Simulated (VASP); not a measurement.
**A VASP 6.6.1 single-point calculation on TiS2**

INCAR

```
NELM = 78
SIGMA = 0.02
NSW = 0
LCHARG = .FALSE.
GGA = PE
ENCUT = 520
ISIF = 2
NBANDS = 19
NELECT = 24.02
ISMEAR = -1
EDIFF = 1E-7
LREAL = Auto
IBRION = -1
LASPH = .TRUE.
PREC = Accurate
LWAVE = .FALSE.
```

KPOINTS

```
KPOINTS created by Atomic Simulation Environment
0
Monkhorst-Pack
12 12 4
0 0 0
```

POSCAR

```
Ti S
 1.0000000000000000
     3.4109118719369875   -0.0000000000293028   -0.0000000000000000
    -1.7054559359431167    2.9539363311820166    0.0000000000000000
    -0.0000000000000000    0.0000000000000000    5.7407101477232176
 Ti  S
   1   2
Cartesian
  0.0000000000000000  0.0000000000000000 -0.0000000000000000
  0.0000000000169181  1.9692908874449104  1.4055207846752242
  1.7054559359769523  0.9846454437078038  4.3351893630479950
```

The recommended PBE PAW datasets give the neutral cell 24 valence electrons.

Command

```
mpirun -np 1 vasp_std
```

Task: Predict the outcome of this run.

Result: It converged. Results: pressure 2.1 GPa; largest force 0.11 eV/Å.

OSZICAR

```
N       E                     dE             d eps       ncg     rms          rms(c)
DAV:   1     0.211120881582E+03    0.21112E+03   -0.11668E+04  5928   0.127E+03
DAV:   2    -0.275533282170E+01   -0.21388E+03   -0.20656E+03  6254   0.337E+02
DAV:   3    -0.228214742710E+02   -0.20066E+02   -0.19612E+02  8311   0.993E+01
DAV:   4    -0.235773457690E+02   -0.75587E+00   -0.75353E+00  8040   0.184E+01
DAV:   5    -0.236037496790E+02   -0.26404E-01   -0.26390E-01  8382   0.310E+00    0.146E+01
DAV:   6    -0.208401343899E+02    0.27636E+01   -0.28285E+01  6652   0.442E+01    0.107E+01
DAV:   7    -0.201145649581E+02    0.72557E+00   -0.15773E+01  7182   0.289E+01    0.609E+00
DAV:   8    -0.198813178124E+02    0.23325E+00   -0.29828E+00  6847   0.137E+01    0.263E+00
DAV:   9    -0.198297101263E+02    0.51608E-01   -0.38848E-01  7146   0.480E+00    0.774E-01
DAV:  10    -0.198295533135E+02    0.15681E-03   -0.21554E-02  7006   0.119E+00    0.344E-01
DAV:  11    -0.198310959379E+02   -0.15426E-02   -0.99815E-03  8578   0.728E-01    0.350E-01
DAV:  12    -0.198295661075E+02    0.15298E-02   -0.59933E-03  7630   0.550E-01    0.879E-02
DAV:  13    -0.198296015858E+02   -0.35478E-04   -0.17656E-04  6793   0.986E-02    0.530E-02
DAV:  14    -0.198295683414E+02    0.33244E-04   -0.13517E-04  8876   0.763E-02    0.142E-02
DAV:  15    -0.198295688496E+02   -0.50820E-06   -0.40491E-06  6735   0.150E-02    0.118E-02
DAV:  16    -0.198295683558E+02    0.49377E-06   -0.45563E-06  7414   0.124E-02    0.238E-03
DAV:  17    -0.198295684438E+02   -0.88055E-07   -0.34542E-07  6768   0.469E-03
   1 F= -.19829568E+02 E0= -.19829243E+02  d E =-.650657E-03
```

The cell is charged and sits in a uniform background. The shifted mesh misses Γ, so a band edge there is missed.

For comparison, a separate PBE run of the intended cell, on usual settings and not on those above, gives a gap of -0.08 eV on its mesh and a pressure of 1.5 GPa.
